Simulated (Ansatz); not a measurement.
**InP: a line through a two-coordinate scan**

One line of a two-coordinate grid on InP (Fm-3m, No. 225; 2 atoms in the cell): strain +e along z and -e/2 along x and y is varied, at strain +e along x and -e along y = −2.67 %.

Method: DFT PBE, scalar-relativistic, plane waves, PAW, in Ansatz 0.2.0.

## (1) The system as given

The structure is cubic, space group Fm-3m (No. 225). Conventional cell: a = 5.540 Å, b = 5.540 Å, c = 5.540 Å, α = 90.00°, β = 90.00°, γ = 90.00°. In (site symmetry m-3m) is surrounded by 6 P at 2.77 Å. Around P (site symmetry m-3m) lie 6 In at 2.77 Å.

Coordinates:

```cif
data_structure
_symmetry_space_group_name_H-M 'Fm-3m'
_symmetry_Int_Tables_number 225
_cell_length_a 5.5403
_cell_length_b 5.5403
_cell_length_c 5.5403
_cell_angle_alpha 90.000
_cell_angle_beta 90.000
_cell_angle_gamma 90.000
_cell_volume 170.06
loop_
_atom_site_label
_atom_site_type_symbol
_atom_site_symmetry_multiplicity
_atom_site_Wyckoff_symbol
_atom_site_fract_x
_atom_site_fract_y
_atom_site_fract_z
_atom_site_occupancy
In1 In 4 a 0.00000 0.00000 0.00000 1
P1 P 4 b 0.50000 0.00000 0.00000 1
```

This cell was relaxed beforehand with the same method: volume 21.26 Å³/atom, gap on the mesh none (metal).

## (2) The scan

The energy is mapped over two homogeneous strains (x along [1 0 0], y along [0 1 0], z along [0 0 1] of the conventional cell).

First coordinate, strain +e along x and -e along y: 7 values from −4.00 %. Second coordinate, strain +e along z and -e/2 along x and y: 7 values from −4.00 %.

Nothing else is relaxed (symmetry fixes all fractional coordinates). Energies count from the relaxed crystal. Points are written as (first, second).

## (3) Grid point (−2.67 %, −4.00 %)

input.yaml reads:

```yaml
crystal:
  lattice:
    - [0.0, 2.899526906, 2.659353998]
    - [2.7516003398, 0.0, 2.659353998]
    - [2.7516003398, 2.899526906, 0.0]
  atoms:
    - { symbol: In, position: [0.0, 0.0, 0.0] }
    - { symbol: P, position: [0.5, 0.5, 0.5] }
basis:
  ecutwfc: 420
kpoints:
  mp_grid: { grid: [18, 18, 18] }
hamiltonian:
  xc: pbe
scf:
  occupations: { method: gaussian, width: 0.15 }
output:
  forces: true
  stress: true
  eigenvalues: true
```

Run with:

```sh
> ansatz run input.yaml --threads 1 --pin off --max-ram 2048MiB --backend cpu --events-out ev --progress --plain --runs-dir out
```

The session goes on with these runs: the other points of the line.

Q: Predict the outcome of this session. Wanted: for each run, strain +e along z and -e/2 along x and y; energy; slope; pressure.

The runs gave:

```
strain +e along z and -e/2 along x and y (%)  step  energy (meV/atom)  slope (meV/atom per %)  pressure (GPa)
                                       −4.00     3               26.2                    −9.4            0.96
                                       −2.67     4               16.3                    −5.6            0.60
                                       −1.33     5               11.1                    −2.2            0.40
                                        0.00     6               10.3                     0.9            0.35
                                        1.33     7               13.3                     3.6            0.44
                                        2.67     8               19.6                     5.9            0.66
                                        4.00     9               29.0                     8.2            1.00
```

Energies count from the relaxed crystal. Slopes come from the forces (and the stress, where the cell changes), not from differences of energies.

What this shows: Along the line the energy is lowest at 0.00 %, 10.3 meV/atom from the zero. A fit to energies and slopes at the lowest point and its two neighbours puts the minimum at −0.412 %, with a curvature of about 2.3 meV/atom per %². Divided by the reference volume, that is a stiffness of about 170 GPa for this pattern of strain. The highest point computed, at 4.00 %, lies 18.8 meV/atom above the lowest. This is one cut through a surface in two coordinates; the map's lowest point lies off it.
